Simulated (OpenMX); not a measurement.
**SnO: single point with PBE+D3(BJ)**

Crystal: SnO.

```
Sn O
1.0
     3.13193    0.00000    0.00000
     0.00000    3.13193    0.00000
     0.00000    0.00000    3.13193
Sn O
1 1
Direct
  0.00000 0.00000 0.00000
  0.50000 0.50000 0.50000
```

The cell was built by a generator and needn't be a form met in nature.

| Quantity | Value |
| --- | --- |
| Program | OpenMX 3.8.5 |
| Task | single point |
| Functional | PBE |
| Dispersion | D3(BJ) |
| Potentials or basis | OpenMX 2013 PBE set, Sn7.0-s3p2d2, O6.0-s2p2d1, grid cutoff 500 Ry |
| k mesh | 7 × 7 × 7 |
| Occupations | fermi-dirac, width 0.05 eV |
| Spin | no spin polarisation |

The pressure is -5.4 GPa and the band gap on the k mesh is none (metal or under the smearing width). The mulliken charges are Sn +0.46; O -0.46 e. The dispersion energy per atom is -0.271 eV.

Levels at points of the mesh, in eV from the Fermi level:
```csv
k point,band 8,band 9,band 10,band 11,band 12,band 13
"(0.00, 0.00, 0.00)",-2.15,-2.15,-2.15,8.46,8.46,8.46
```

Wall time 86 s on 1 thread of Arm Neoverse V1 (shared host), peak memory 0.85 GiB.

Caveat: Mulliken charges move with the basis; the basis of atomic orbitals isn't converged, which shifts pressures, moduli and gaps; pairwise dispersion overbinds metals, which lowers pressure and volume.
